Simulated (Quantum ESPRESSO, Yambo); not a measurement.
Planning a run of Yambo 5.3.0 on LiF (Griceite). The input:

```
optics
bss
bse
em1s
dipoles
rim_cut
RandQpts= 1000000
RandGvec= 1 RL
Chimod= "HARTREE"
BSKmod= "SEX"
BSEmod= "resonant"
BSSmod= "d"
BSENGexx= 1 RL
BSENGBlk= 4 Ry
% BSEQptR
 1 | 1 |
%
% BSEBands
 3 | 6 |
%
% BEnRange
 0 | 15 | eV
%
% BDmRange
 0.1 | 0.1 | eV
%
BEnSteps= 151
% BLongDir
 1 | 0 | 0 |
%
% BndsRnXs
 2 | 13 |
%
NGsBlkXs= 4 Ry
% LongDrXs
 1 | 1 | 1 |
%
% KfnQP_E
 4.064 | 1.0 | 1.0 |
%
WRbsWF
FFTGvecs= 32 Ry
```

```sh
OMP_NUM_THREADS=1 mpirun -n 4 yambo -F bse16.in -J bse16,bse15_W -C bse16 > bse16.log
```

The stored states that it reads are on a 12×12×12 mesh. Symmetry: Fm-3m, No. 225, cubic system. The conventional cell has a = 4.028 Å, b = 4.028 Å, c = 4.028 Å, α = 90.00°, β = 90.00°, γ = 90.00°. Li has 6 F at 2.01 Å nearest. F has 6 Li at 2.01 Å nearest. Farther neighbours and most contacts between anions are not listed.

**Question.** How long will it take on 4 MPI ranks of Arm Neoverse V1, shared host, and how much memory?

It took 7.9 min; on shared hardware allow 3.9 min to 16 min. Peak host memory was 2.9 GiB.

The kernel grows as the square of the matrix size, and full diagonalisation as its cube.

[Paths, hosts, dates, memory and timing lines, banners, echoed tables and standing remarks are left out of the program output.]

[Logs are printed without paths, hosts, clocks, repeated set-up lines and the standing remarks that a program may print on its own settings, such as how far it seeks lower states.]

[Runs of the session that timed out or met a known fault of the program may be left out.]

[Hosts, paths, dates, database ids (printed as entryN), source tags and the programs' standing remarks are cut or masked in the printed files.]
